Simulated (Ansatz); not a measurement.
Run on Re (fcc type): DFT, PBE, all-electron LAPW, scalar-relativistic (Ansatz 0.2.0).

The cell comes from a relaxation on PAW files under the same functional, begun from a prototype that needn't be the stable phase.

Command: `ansatz run input.yaml --threads 1 --pin off --max-ram 2048MiB --backend cpu --events-out ev --progress --plain --runs-dir out` It took 6.8 s on 1 thread of AMD EPYC 9R45 96-Core Processor (Zen 5), on a shared host, peak memory 0.41 GiB.

```yaml
crystal:
  lattice:
    - [0.0, 1.9574568384, 1.9574568384]
    - [1.9574568384, 0.0, 1.9574568384]
    - [1.9574568384, 1.9574568384, 0.0]
  atoms:
    - { symbol: Re, position: [0.0, 0.0, 0.0] }
kpoints:
  mp_grid: { grid: [17, 17, 17] }
  band_path:
    path:
      - [0.0, 0.0, 0.0]
      - [0.5, 0.0, 0.5]
      - [0.625, 0.25, 0.625]
      - [0.375, 0.375, 0.75]
      - [0.0, 0.0, 0.0]
      - [0.5, 0.5, 0.5]
      - [0.5, 0.25, 0.75]
      - [0.5, 0.0, 0.5]
    npoints: 14
scf:
  occupations: { method: fermi_dirac, width: 0.05 }
hamiltonian:
  xc: pbe
  pseudopotentials: { kind: all_electron, lapw: { basis_error: 0.001 } }
output:
  forces: true
  stress: true
  eigenvalues: true
  populations: true
  dos: { projected: true, de: 0.2, e_range: [-14, 8] }
```

Output:

```
Re: projections on atomic orbitals take those of the free atom 1s2 2s2 2p6 3s2 3p6 3d10 4s2 4p6 4d10 4f14 5s2 5p6 5d5 6s2, of charge +0.00 (hamiltonian.pseudopotentials.projection_atoms)
LAPW: plane waves up to 8.471 Å⁻¹, error target 1.0e-3 eV per atom; small_component_spin mean_spin; Re in spheres of 1.384 Å, 39 of its electrons in bands, Dirac shells [] (how accurate: hamiltonian.pseudopotentials.lapw.basis_error, Limitations)
Engine: ansatz 0.2.0
Pseudopotentials: kind: all_electron
Pseudopotential: Re, LAPW, valence charge 39, lapw/all_electron/scalar/gaussian/Re, Koelling and Harmon's equation, gaussian nucleus
Functional definition: PBE
  parameter kappa = 0.804
  parameter beta = 0.06672455060314922
  exchange = pbe_x(kappa = kappa, mu = beta*pi^2/3)
  correlation = pbe_c(beta = beta)
Crystal: 1 atoms, lattice volume = 15.001 Å³
Basis set: ecut = 273.38544555936863 eV, 169 PW (Γ), exchange–correlation at level 2
Bands: 24, of which v1, the nominal top of the filled ones, is band 20 counted from 1 (19 counted from 0)
Symmetry: 48 space group operations
Space group: Fm-3m (ITA 225), of the structure as read, at distance tolerance 2.5e-5 Å
k-points: 165 of 4913
Non-local potential: Re, projectors of the file, none
Initial density: superposition of atomic densities (chi_scale 0.1, normalization cell)
Initial wavefunctions: plane waves of lowest kinetic energy (no species holds an atomic orbital)
Functional: x = pbe(κ = 0.804, μ = 0.2195149727645171), c = pbe(β = 0.06672455060314922)
iter 1 solved again at ethr=1.64e-4 eV; its pass at ethr=1.00e-1 eV (dr2=6.40e-2 eV) is discarded
SCF iter   1: F=—  HF=-454153.094395 eV  |F-HF|=—  |Δ(HF+E_count)|=         —  Δρ=3.02e-2  dr2=6.45e-2  ethr=1.64e-4  ⟨swp⟩=3.0  Hψ=25042  notcnv=0
preconditioner: auto → none  [metal: Δε(μ)=0.008 eV  Ē_g=36.535 eV  σ=0.050 eV  W_gap=0.04  n_scr=8 (ndim 8)  ℏωp=49.8 eV  f_vac=0.000  D(μ)=0.91/eV (n_scr^D=14)  sad-step TF]
SCF iter   2: F=—  HF=-454152.913622 eV  |F-HF|=—  |Δ(HF+E_count)|=   1.81e-1  Δρ=1.40e-2  dr2=1.72e-2  ethr=1.64e-4  ⟨swp⟩=2.0  Hψ=12217  notcnv=0
SCF iter   3: F=—  HF=-454152.902808 eV  |F-HF|=—  |Δ(HF+E_count)|=   1.08e-2  Δρ=6.12e-3  dr2=3.34e-3  ethr=4.42e-5  ⟨swp⟩=2.0  Hψ=11513  notcnv=0
SCF iter   4: F=—  HF=-454152.901585 eV  |F-HF|=—  |Δ(HF+E_count)|=         —  Δρ=1.96e-3  dr2=3.74e-4  ethr=8.57e-6  ⟨swp⟩=2.0  Hψ=11513  notcnv=0
the basis was enlarged: its passes take 55.6 KiB over the memory plan, 1 of 1 planned eigensolver slots
iter 5 solved again at ethr=6.10e-9 eV; its pass at ethr=9.59e-7 eV (dr2=2.38e-6 eV) is discarded
SCF iter   5: F=—  HF=-454152.901599 eV  |F-HF|=—  |Δ(HF+E_count)|=   1.37e-5  Δρ=1.47e-4  dr2=2.35e-6  ethr=6.10e-9  ⟨swp⟩=2.6  Hψ=19744  notcnv=0
SCF iter   6: F=-454152.901600 eV  HF=-454152.901600 eV  |F-HF|=7.80e-9  |Δ(HF+E_count)|=   1.34e-6  Δρ=3.18e-6  dr2=4.38e-10  ethr=6.02e-9  ⟨swp⟩=2.0  Hψ=11513  notcnv=0
SCF 1 converged in 6 iterations: F = -454152.901600 eV  dr2 = 4.38e-10
NSCF: frozen V_eff on 99 k-points
SCF converged after 6 iterations
Free energy (F): -454152.901600 eV
Harris-Foulkes:  -454152.901600 eV  (|F-HF|=7.80e-9)
Internal energy: -454152.893582 eV  (E = F + TS)
E sigma→0 (E₀):  -454152.897591 eV
Entropy (-TS):   -0.008018 eV (-8.018 meV/atom)
Fermi energy:    30.441806 eV
--- Per-component energies (eV) ---
  E_band       = -2267.083645
  E_kinetic    = 510338.869898
  E_xc         = -9044.907674
  E_electrostatic = -955446.855806  (all electrons and nuclei)
  E_smearing   = -0.008018  (= −TS)
  E_closure    = 0.000000  (closes the sum)
  E_atoms      = -454141.422780  (free atoms, spherical and without spin; not in F)
  Σ components = -454152.901600   (vs F -454152.901600, Δ=0.00e0)
  Basis errors (estimates in eV, not in F): energy 2.3e-4 per atom: plane waves 1.8e-4 (9.4e-5 summed), levels above the bands 1.3e-114, relativity 7.7e-8, radial functions 4.1e-5, core shells 8.7e-7; eigenvalues (radial functions only) 4.6e-6; not estimated: angular momenta, meshes, grids; target (lapw.basis_error) 1.0e-3; muffin-tin radii Re 1.384 Å
--- Forces (eV/Å), atoms counted from 1 ---
  atom   1  Re    -0.00000000     0.00000000     0.00000000
  max |Σ_I F_I| component: 1.97e-31 eV/Å
--- Stress (GPa, compression-positive) ---
        0.090445       0.000000       0.000000
        0.000000       0.090445      -0.000000
        0.000000      -0.000000       0.090445
  P = ⅓ Tr σ = 0.0904 GPa (0.904 kbar)
--- Band table (eV; the first three rows and the last of 165) ---
  k-point 0: bands = ["-219.3811", "-219.3811", "-219.3649", "-219.3649", "-219.3649", "-49.6519", "-10.9594", "-10.9594", "-10.9594", "-6.7763", "-6.7763", "-6.7763", "-6.7656", "-6.7423", "-6.7423", "-6.7423", "20.4138", "28.5552", "28.5552", "28.5552", "31.6689", "31.6689", "43.4238", "48.8980"]
  k-point 1: bands = ["-219.3811", "-219.3811", "-219.3649", "-219.3649", "-219.3649", "-49.6483", "-11.0005", "-10.9647", "-10.9647", "-6.7765", "-6.7759", "-6.7759", "-6.7650", "-6.7432", "-6.7432", "-6.7422", "20.5734", "28.4452", "28.6289", "28.6289", "31.6074", "31.6074", "43.7305", "48.1960"]
  k-point 2: bands = ["-219.3811", "-219.3811", "-219.3649", "-219.3649", "-219.3649", "-49.6380", "-11.1170", "-10.9799", "-10.9799", "-6.7769", "-6.7746", "-6.7746", "-6.7631", "-6.7458", "-6.7458", "-6.7421", "21.0321", "28.1679", "28.8174", "28.8174", "31.4763", "31.4763", "44.5468", "46.8961"]
  k-point 164: bands = ["-219.3811", "-219.3811", "-219.3649", "-219.3649", "-219.3649", "-49.5094", "-11.7472", "-11.6768", "-11.3809", "-6.7684", "-6.7665", "-6.7660", "-6.7653", "-6.7637", "-6.7618", "-6.7404", "25.5549", "26.9716", "27.4875", "30.6845", "34.7638", "39.5780", "41.2309", "41.2914"]
--- Löwdin populations: 1 site ---
  site symbol       q [e]
     0     Re     74.8406
  spilling = 0.002126 (of n_electrons = 75.000000)
```

populations.tsv:

```
# site	symbol	l	j	q
# orbitals = lowdin
# n_electrons = 75.000000
# spilling = 0.002126
# projection_atom_Re: 1s2 2s2 2p6 3s2 3p6 3d10 4s2 4p6 4d10 4f14 5s2 5p6 5d5 6s2
0	Re	0_1S	-	2.000000
0	Re	0_2S	-	1.999985
0	Re	0_3S	-	1.999814
0	Re	0_4S	-	1.998103
0	Re	0_5S	-	1.970497
0	Re	0_6S	-	0.939385
0	Re	1_2P	-	6.000000
0	Re	1_3P	-	5.999999
0	Re	1_4P	-	5.999951
0	Re	1_5P	-	5.993509
0	Re	2_3D	-	10.000000
0	Re	2_4D	-	9.999962
0	Re	2_5D	-	5.939569
0	Re	3_4F	-	13.999791
```

Next run (volume at 0.9 of the series' base cell), as changes to the input before:

```diff
   lattice:
-    - [0.0, 1.9574568384, 1.9574568384]
-    - [1.9574568384, 0.0, 1.9574568384]
-    - [1.9574568384, 1.9574568384, 0.0]
+    - [0.0, 1.8899037982, 1.8899037982]
+    - [1.8899037982, 0.0, 1.8899037982]
+    - [1.8899037982, 1.8899037982, 0.0]
   atoms:
   mp_grid: { grid: [17, 17, 17] }
-  band_path:
-    path:
-      - [0.0, 0.0, 0.0]
-      - [0.5, 0.0, 0.5]
-      - [0.625, 0.25, 0.625]
-      - [0.375, 0.375, 0.75]
-      - [0.0, 0.0, 0.0]
-      - [0.5, 0.5, 0.5]
-      - [0.5, 0.25, 0.75]
-      - [0.5, 0.0, 0.5]
-    npoints: 14
 scf:
   populations: true
-  dos: { projected: true, de: 0.2, e_range: [-14, 8] }
```

Results part of the output:

```
SCF 1 converged in 8 iterations: F = -454152.696265 eV  dr2 = 3.92e-8
SCF converged after 8 iterations
Free energy (F): -454152.696265 eV
Harris-Foulkes:  -454152.696265 eV  (|F-HF|=4.42e-9)
Internal energy: -454152.689189 eV  (E = F + TS)
E sigma→0 (E₀):  -454152.692727 eV
Entropy (-TS):   -0.007076 eV (-7.076 meV/atom)
Fermi energy:    34.245826 eV
--- Per-component energies (eV) ---
  E_band       = -4559.524696
  E_kinetic    = 510351.161496
  E_xc         = -9047.292164
  E_electrostatic = -955456.558522  (all electrons and nuclei)
  E_smearing   = -0.007076  (= −TS)
  E_closure    = 0.000000  (closes the sum)
  E_atoms      = -454141.422780  (free atoms, spherical and without spin; not in F)
  Σ components = -454152.696265   (vs F -454152.696265, Δ=0.00e0)
  Basis errors (estimates in eV, not in F): energy 2.2e-4 per atom: plane waves 1.9e-4 (9.6e-5 summed), levels above the bands 3.5e-132, relativity 7.0e-8, radial functions 3.4e-5, core shells 2.7e-8; eigenvalues (radial functions only) 1.8e-6; not estimated: angular momenta, meshes, grids; target (lapw.basis_error) 1.0e-3; muffin-tin radii Re 1.336 Å
--- Forces (eV/Å), atoms counted from 1 ---
  atom   1  Re    -0.00000000     0.00000000     0.00000000
  max |Σ_I F_I| component: 1.31e-31 eV/Å
--- Stress (GPa, compression-positive) ---
       48.082117       0.000000       0.000000
        0.000000      48.082117       0.000000
        0.000000       0.000000      48.082117
  P = ⅓ Tr σ = 48.0821 GPa (480.821 kbar)
--- Band table (eV; the first three rows and the last of 165) ---
  k-point 0: bands = ["-407.0084", "-407.0084", "-407.0084", "-215.4012", "-215.4012", "-215.3855", "-215.3855", "-215.3855", "-45.8295", "-6.9580", "-6.9580", "-6.9580", "-2.8139", "-2.8139", "-2.8139", "-2.8101", "-2.7681", "-2.7681", "-2.7681", "23.5062", "32.0419", "32.0419", "32.0419", "35.6790", "35.6790", "47.1809", "53.2260"]
  k-point 1: bands = ["-407.0084", "-407.0084", "-407.0084", "-215.4012", "-215.4012", "-215.3855", "-215.3855", "-215.3855", "-45.8237", "-7.0175", "-6.9654", "-6.9654", "-2.8142", "-2.8132", "-2.8132", "-2.8091", "-2.7695", "-2.7695", "-2.7680", "23.6878", "31.9129", "32.1266", "32.1266", "35.6020", "35.6020", "47.5338", "52.4815"]
  k-point 2: bands = ["-407.0084", "-407.0084", "-407.0084", "-215.4012", "-215.4012", "-215.3855", "-215.3855", "-215.3855", "-45.8072", "-7.1860", "-6.9867", "-6.9867", "-2.8150", "-2.8113", "-2.8113", "-2.8060", "-2.7733", "-2.7733", "-2.7678", "24.2053", "31.5938", "32.3432", "32.3432", "35.4363", "35.4363", "48.4627", "51.1411"]
  k-point 164: bands = ["-407.0084", "-407.0084", "-407.0084", "-215.4012", "-215.4012", "-215.3855", "-215.3855", "-215.3854", "-45.6005", "-8.0776", "-7.9773", "-7.5566", "-2.8065", "-2.8036", "-2.7985", "-2.7973", "-2.7972", "-2.7946", "-2.7715", "28.6397", "30.3382", "30.9554", "34.4872", "39.3197", "44.6156", "46.2982", "46.4224"]
--- Löwdin populations: 1 site ---
  site symbol       q [e]
     0     Re     74.8616
  spilling = 0.001845 (of n_electrons = 75.000000)
```

Next run (volume at 0.8 of the series' base cell), as changes to the input before:

```diff
   lattice:
-    - [0.0, 1.8899037982, 1.8899037982]
-    - [1.8899037982, 0.0, 1.8899037982]
-    - [1.8899037982, 1.8899037982, 0.0]
+    - [0.0, 1.8171419606, 1.8171419606]
+    - [1.8171419606, 0.0, 1.8171419606]
+    - [1.8171419606, 1.8171419606, 0.0]
   atoms:
```

Results part of the output:

```
SCF 1 converged in 6 iterations: F = -454151.892732 eV  dr2 = 8.96e-10
SCF converged after 6 iterations
Free energy (F): -454151.892732 eV
Harris-Foulkes:  -454151.892732 eV  (|F-HF|=2.33e-10)
Internal energy: -454151.886490 eV  (E = F + TS)
E sigma→0 (E₀):  -454151.889611 eV
Entropy (-TS):   -0.006242 eV (-6.242 meV/atom)
Fermi energy:    38.934458 eV
--- Per-component energies (eV) ---
  E_band       = -4346.377868
  E_kinetic    = 510368.047486
  E_xc         = -9050.348232
  E_electrostatic = -955469.585743  (all electrons and nuclei)
  E_smearing   = -0.006242  (= −TS)
  E_closure    = 0.000000  (closes the sum)
  E_atoms      = -454141.422780  (free atoms, spherical and without spin; not in F)
  Σ components = -454151.892732   (vs F -454151.892732, Δ=0.00e0)
  Basis errors (estimates in eV, not in F): energy 2.4e-4 per atom: plane waves 1.9e-4 (9.8e-5 summed), levels above the bands 1.6e-154, relativity 8.0e-8, radial functions 4.2e-5, core shells 9.6e-8; eigenvalues (radial functions only) 2.0e-6; not estimated: angular momenta, meshes, grids; target (lapw.basis_error) 1.0e-3; muffin-tin radii Re 1.285 Å
--- Forces (eV/Å), atoms counted from 1 ---
  atom   1  Re    -0.00000000    -0.00000000    -0.00000000
  max |Σ_I F_I| component: 1.05e-30 eV/Å
--- Stress (GPa, compression-positive) ---
      131.128703      -0.000000       0.000000
       -0.000000     131.128703       0.000000
        0.000000       0.000000     131.128703
  P = ⅓ Tr σ = 131.1287 GPa (1311.287 kbar)
--- Band table (eV; the first three rows and the last of 165) ---
  k-point 0: bands = ["-402.1143", "-402.1143", "-402.1143", "-210.5091", "-210.5091", "-210.4934", "-210.4934", "-210.4934", "-41.1891", "-2.0184", "-2.0184", "-2.0184", "2.0444", "2.0518", "2.0518", "2.0518", "2.1174", "2.1174", "2.1174", "27.4519", "36.3121", "36.3121", "36.3121", "40.6168", "40.6168", "51.7600", "58.4864"]
  k-point 1: bands = ["-402.1143", "-402.1143", "-402.1143", "-210.5091", "-210.5091", "-210.4934", "-210.4934", "-210.4934", "-41.1796", "-2.1073", "-2.0290", "-2.0290", "2.0458", "2.0515", "2.0529", "2.0529", "2.1153", "2.1153", "2.1175", "27.6639", "36.1601", "36.4109", "36.4109", "40.5180", "40.5180", "52.1701", "57.6841"]
  k-point 2: bands = ["-402.1143", "-402.1143", "-402.1143", "-210.5091", "-210.5091", "-210.4934", "-210.4934", "-210.4934", "-41.1522", "-2.3580", "-2.0594", "-2.0594", "2.0476", "2.0531", "2.0559", "2.0559", "2.1094", "2.1094", "2.1178", "28.2598", "35.7939", "36.6633", "36.6633", "40.3043", "40.3043", "53.2358", "56.2831"]
  k-point 164: bands = ["-402.1143", "-402.1143", "-402.1143", "-210.5091", "-210.5091", "-210.4934", "-210.4934", "-210.4934", "-40.8079", "-3.6497", "-3.5040", "-2.8923", "2.0589", "2.0634", "2.0719", "2.0764", "2.0781", "2.0819", "2.1060", "32.4498", "34.5190", "35.2744", "39.1616", "44.9672", "50.8452", "52.5095", "52.8911"]
--- Löwdin populations: 1 site ---
  site symbol       q [e]
     0     Re     74.8841
  spilling = 0.001545 (of n_electrons = 75.000000)
```

Next run (volume at 0.7 of the series' base cell), as changes to the input before:

```diff
   lattice:
-    - [0.0, 1.8171419606, 1.8171419606]
-    - [1.8171419606, 0.0, 1.8171419606]
-    - [1.8171419606, 1.8171419606, 0.0]
+    - [0.0, 1.73803376, 1.73803376]
+    - [1.73803376, 0.0, 1.73803376]
+    - [1.73803376, 1.73803376, 0.0]
   atoms:
```

Results part of the output:

```
SCF 1 converged in 6 iterations: F = -454150.053948 eV  dr2 = 2.18e-10
SCF converged after 6 iterations
Free energy (F): -454150.053948 eV
Harris-Foulkes:  -454150.053948 eV  (|F-HF|=9.31e-10)
Internal energy: -454150.049375 eV  (E = F + TS)
E sigma→0 (E₀):  -454150.051661 eV
Entropy (-TS):   -0.004572 eV (-4.572 meV/atom)
Fermi energy:    44.942821 eV
--- Per-component energies (eV) ---
  E_band       = -4078.247100
  E_kinetic    = 510391.325132
  E_xc         = -9054.358306
  E_electrostatic = -955487.016201  (all electrons and nuclei)
  E_smearing   = -0.004572  (= −TS)
  E_closure    = 0.000000  (closes the sum)
  E_atoms      = -454141.422780  (free atoms, spherical and without spin; not in F)
  Σ components = -454150.053948   (vs F -454150.053948, Δ=0.00e0)
  Basis errors (estimates in eV, not in F): energy 2.4e-4 per atom: plane waves 2.0e-4 (1.0e-4 summed), levels above the bands 6.0e-177, relativity 8.6e-8, radial functions 3.8e-5, core shells 3.9e-7; eigenvalues (radial functions only) 2.5e-6; not estimated: angular momenta, meshes, grids; target (lapw.basis_error) 1.0e-3; muffin-tin radii Re 1.229 Å
--- Forces (eV/Å), atoms counted from 1 ---
  atom   1  Re     0.00000000    -0.00000000     0.00000000
  max |Σ_I F_I| component: 5.42e-31 eV/Å
--- Stress (GPa, compression-positive) ---
      275.535224       0.000000      -0.000000
        0.000000     275.535224      -0.000000
       -0.000000      -0.000000     275.535224
  P = ⅓ Tr σ = 275.5352 GPa (2755.352 kbar)
--- Band table (eV; the first three rows and the last of 165) ---
  k-point 0: bands = ["-395.9567", "-395.9567", "-395.9567", "-204.3540", "-204.3540", "-204.3389", "-204.3389", "-204.3389", "-35.4507", "4.2435", "4.2435", "4.2435", "8.1373", "8.1663", "8.1663", "8.1663", "8.2657", "8.2657", "8.2657", "32.6643", "41.6774", "41.6774", "41.6774", "46.8557", "46.8557", "57.4883", "65.0476"]
  k-point 1: bands = ["-395.9567", "-395.9567", "-395.9567", "-204.3540", "-204.3540", "-204.3389", "-204.3389", "-204.3389", "-35.4344", "4.1057", "4.2278", "4.2278", "8.1398", "8.1656", "8.1679", "8.1679", "8.2623", "8.2623", "8.2658", "32.9199", "41.4978", "41.7951", "41.7951", "46.7254", "46.7254", "57.9713", "64.1652"]
  k-point 2: bands = ["-395.9567", "-395.9567", "-395.9567", "-204.3540", "-204.3540", "-204.3389", "-204.3389", "-204.3389", "-35.3875", "3.7200", "4.1827", "4.1827", "8.1459", "8.1647", "8.1726", "8.1726", "8.2529", "8.2529", "8.2662", "33.6231", "41.0832", "42.0952", "42.0952", "46.4425", "46.4425", "59.2082", "62.6759"]
  k-point 164: bands = ["-395.9567", "-395.9567", "-395.9567", "-204.3540", "-204.3539", "-204.3388", "-204.3388", "-204.3388", "-34.7890", "1.7957", "2.0122", "2.9231", "8.1726", "8.1803", "8.1924", "8.2064", "8.2092", "8.2152", "8.2405", "37.2957", "39.8637", "40.8120", "45.0618", "52.1577", "58.7550", "60.4135", "61.1570"]
--- Löwdin populations: 1 site ---
  site symbol       q [e]
     0     Re     74.9106
  spilling = 0.001192 (of n_electrons = 75.000000)
```

Next run (volume at 0.6 of the series' base cell), as changes to the input before:

```diff
   lattice:
-    - [0.0, 1.73803376, 1.73803376]
-    - [1.73803376, 0.0, 1.73803376]
-    - [1.73803376, 1.73803376, 0.0]
+    - [0.0, 1.6509830384, 1.6509830384]
+    - [1.6509830384, 0.0, 1.6509830384]
+    - [1.6509830384, 1.6509830384, 0.0]
   atoms:
```

Results part of the output:

```
SCF 1 converged in 7 iterations: F = -454146.363481 eV  dr2 = 7.81e-10
SCF converged after 7 iterations
Free energy (F): -454146.363481 eV
Harris-Foulkes:  -454146.363481 eV  (|F-HF|=1.16e-10)
Internal energy: -454146.358259 eV  (E = F + TS)
E sigma→0 (E₀):  -454146.360870 eV
Entropy (-TS):   -0.005222 eV (-5.222 meV/atom)
Fermi energy:    52.789163 eV
--- Per-component energies (eV) ---
  E_band       = -4813.979061
  E_kinetic    = 510424.739610
  E_xc         = -9059.726260
  E_electrostatic = -955511.371609  (all electrons and nuclei)
  E_smearing   = -0.005222  (= −TS)
  E_closure    = 0.000000  (closes the sum)
  E_atoms      = -454141.422780  (free atoms, spherical and without spin; not in F)
  Σ components = -454146.363481   (vs F -454146.363481, Δ=0.00e0)
  Basis errors (estimates in eV, not in F): energy 2.2e-4 per atom: plane waves 1.9e-4 (9.4e-5 summed), levels above the bands 8.3e-183, relativity 6.0e-8, radial functions 3.3e-5, core shells 7.9e-12; eigenvalues (radial functions only) 6.6e-6; not estimated: angular momenta, meshes, grids; target (lapw.basis_error) 1.0e-3; muffin-tin radii Re 1.167 Å
--- Forces (eV/Å), atoms counted from 1 ---
  atom   1  Re    -0.00000000     0.00000000    -0.00000000
  max |Σ_I F_I| component: 1.25e-30 eV/Å
--- Stress (GPa, compression-positive) ---
      539.128225       0.000000      -0.000000
        0.000000     539.128225       0.000000
       -0.000000       0.000000     539.128225
  P = ⅓ Tr σ = 539.1282 GPa (5391.282 kbar)
--- Band table (eV; the first three rows and the last of 165) ---
  k-point 0: bands = ["-540.8031", "-388.0203", "-388.0203", "-388.0203", "-196.4219", "-196.4219", "-196.4072", "-196.4072", "-196.4072", "-28.2479", "12.4131", "12.4131", "12.4131", "15.9616", "16.0330", "16.0330", "16.0330", "16.1937", "16.1937", "16.1937", "39.8676", "48.6236", "48.6236", "48.6236", "54.9793", "54.9793", "64.8967", "73.5142", "73.5142"]
  k-point 1: bands = ["-540.8031", "-388.0203", "-388.0203", "-388.0203", "-196.4219", "-196.4219", "-196.4072", "-196.4072", "-196.4072", "-28.2190", "12.1912", "12.3889", "12.3889", "15.9659", "16.0313", "16.0356", "16.0356", "16.1879", "16.1879", "16.1940", "40.1886", "48.4128", "48.7678", "48.7678", "54.8016", "54.8016", "65.4750", "72.5185", "74.0643"]
  k-point 2: bands = ["-540.8031", "-388.0203", "-388.0203", "-388.0203", "-196.4219", "-196.4219", "-196.4072", "-196.4071", "-196.4071", "-28.1356", "11.5768", "12.3198", "12.3198", "15.9772", "16.0282", "16.0430", "16.0430", "16.1722", "16.1722", "16.1947", "41.0364", "47.9652", "49.1346", "49.1346", "54.4157", "54.4157", "66.9329", "70.9012", "75.6207"]
  k-point 164: bands = ["-540.8031", "-388.0204", "-388.0204", "-388.0204", "-196.4219", "-196.4218", "-196.4070", "-196.4070", "-196.4068", "-27.0431", "8.6176", "8.9457", "10.3337", "16.0380", "16.0515", "16.0695", "16.1015", "16.1064", "16.1162", "16.1446", "43.6965", "46.9338", "48.1573", "52.7552", "61.5990", "69.1249", "70.7921", "72.0503", "77.0483"]
--- Löwdin populations: 1 site ---
  site symbol       q [e]
     0     Re     74.9252
  spilling = 0.000998 (of n_electrons = 75.000000)
```

Spin–orbit coupling is left out, which matters for the heavy atoms. The structure type is held throughout; the real material can change phase at far lower pressure.
